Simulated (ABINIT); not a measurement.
The system is BaZrO3.

```
CELL_PARAMETERS angstrom
4.19134 0.00000 0.00000
0.00000 4.19134 0.00000
0.00000 0.00000 4.19134
ATOMIC_POSITIONS crystal
Ba 0.00000 0.00000 0.00000
Zr 0.50000 0.50000 0.50000
O 0.50000 0.50000 0.00000
O 0.50000 0.00000 0.50000
O 0.00000 0.50000 0.50000
```

Base run:

| Quantity | Value |
| --- | --- |
| Program | ABINIT 10.8.3 (patched build) |
| Functional | PBE |
| Potentials or basis | JTH PAW PBE v2.0 |
| Cutoff | 626 eV |
| k mesh | 6 × 6 × 6 |
| Occupations | fermi-dirac, width 0.05 eV |
| Spin | no spin polarisation |

Its results: band gap on the k mesh 3.20 eV, indirect (least direct gap 3.42 eV); pressure 4.4 GPa.

Q: The run is repeated on the same cell with these changes: functional from PBE to PBEsol. What comes out?

A: Band gap on the k mesh 3.11 eV, indirect (least direct gap 3.33 eV); pressure -0.8 GPa.

PBEsol binds more tightly than PBE, so the same cell stands under less pressure.

Caveats: this set's barium file shifts pressures by 1.5 GPa and gaps by 0.1 eV against other sets; spin-orbit coupling is left out, which moves the levels of the heavy elements; the PAW data sets were made with another functional, which shifts forces and pressure a little (some runs).
